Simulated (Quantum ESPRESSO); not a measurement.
La under changes of volume

One of the cells (36.962 Å³/atom); the others are scaled copies at fixed shape and fractional positions:

```xyz
2
Lattice="3.7500 0.0000 0.0000 -1.8750 3.2476 0.0000 0.0000 0.0000 6.0700" Properties=species:S:1:pos:R:3 pbc="T T T"
La    1.8750    1.0825    4.5525
La    0.0000    2.1651    1.5175
```

This isn't the form of La at room conditions, which is double hcp.

```yaml
Program: Quantum ESPRESSO 7.5
Functional: LDA
Potentials_or_basis: GBRV 1.5 LDA
Cutoff: 612 eV
Density_cutoff: 4898 eV
k_mesh: 8 × 8 × 5
Occupations: fermi-dirac, width 0.05 eV
Spin: no spin polarisation
```

```tsv
volume (Å³/atom)	energy over the lowest point (meV/atom)	pressure (GPa)
34.744	0.00	-1.2
35.483	6.56	-1.7
36.222	15.36	-2.2
36.962	?	?
37.701	39.45	-3.1
38.440	54.55	-3.5
39.179	71.54	-3.9
```

What does the run at 36.962 Å³/atom give?

Energy over the lowest point 26.34 meV/atom; pressure -2.6 GPa.

Worked out: A Birch-Murnaghan fit of order 3 (a polynomial in V^(-2/3)) to the other rows has no minimum within the range. It gives 26.37 meV/atom at 36.962 Å³/atom, against the run's 26.34, and -dE/dV = -2.6 GPa, against -2.6.

Energies are extrapolated to zero smearing.
